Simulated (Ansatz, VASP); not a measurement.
**Pb in VASP and in Ansatz**

Contents of INCAR:

```
PREC = Accurate
ENCUT = 600
EDIFF = 1E-6
ISMEAR = -1
SIGMA = 0.1
LREAL = F
LASPH = T
NELM = 80
ALGO = Normal
ISIF = 3
LWAVE = F
LCHARG = F
IBRION = 2
NSW = 80
EDIFFG = -0.01
```

The input KPOINTS:

```
Automatic mesh
0
Gamma
  11 11 11
```

POSCAR

```
Pb
1.0
   -1.9646072269      1.9646072269      1.9646072269
    1.9646072269     -1.9646072269      1.9646072269
    1.9646072269      1.9646072269     -1.9646072269
Pb
1
Direct
    0.0000000000      0.0000000000      0.0000000000
```

Input for Ansatz:

```yaml
crystal:
  lattice:
    - [-1.9646072269, 1.9646072269, 1.9646072269]
    - [1.9646072269, -1.9646072269, 1.9646072269]
    - [1.9646072269, 1.9646072269, -1.9646072269]
  atoms:
    - { symbol: Pb, position: [0.0, 0.0, 0.0] }
hamiltonian:
  xc: lda
  pseudopotentials:
    kind: paw
    azcp:
      Pb: "pseudopotentials/Pb.paw.azcp"
basis:
  ecutwfc: 420
  fft_grid_basis: typed
kpoints:
  mp_grid: { grid: [11, 11, 11], shift: [0, 0, 0] }
magnetization:
  spin_polarized: false
scf:
  occupations: { method: fermi_dirac, width: 0.1 }
relax:
  max_steps: 60
  f_tol: 0.01
  cell: {}
```

The cell was built by a generator and needn't be a form met in nature.

Alike in both runs: task relaxation of cell and atoms; functional LDA; k mesh 11 × 11 × 11; occupations fermi-dirac, width 0.1 eV; no spin polarisation.

```csv
,VASP,Ansatz
version,VASP 6.6.1,Ansatz 0.2.0
potentials or method,"VASP PAW LDA potentials, release 64 (Pb_d)","plane waves (420 eV) with PAW, scalar-relativistic"
plane-wave cutoff (eV),600,420
valence electrons in the cell,14,14
```

|  | VASP | Ansatz | Ansatz less VASP |
| --- | --- | --- | --- |
| relaxed volume (Å³/atom) | 29.03 | 28.95 | -0.078 |
| relaxed cell length with the largest relative difference (Å) | 3.353 | 3.350 | -0.0030 |
| energy change over the relaxation (meV/atom) | -9 | -10 | -1.1 |

Ansatz warned: «pseudo_functional_mismatch».

The runs have no spin-orbit coupling, so splittings on Pb are missing.
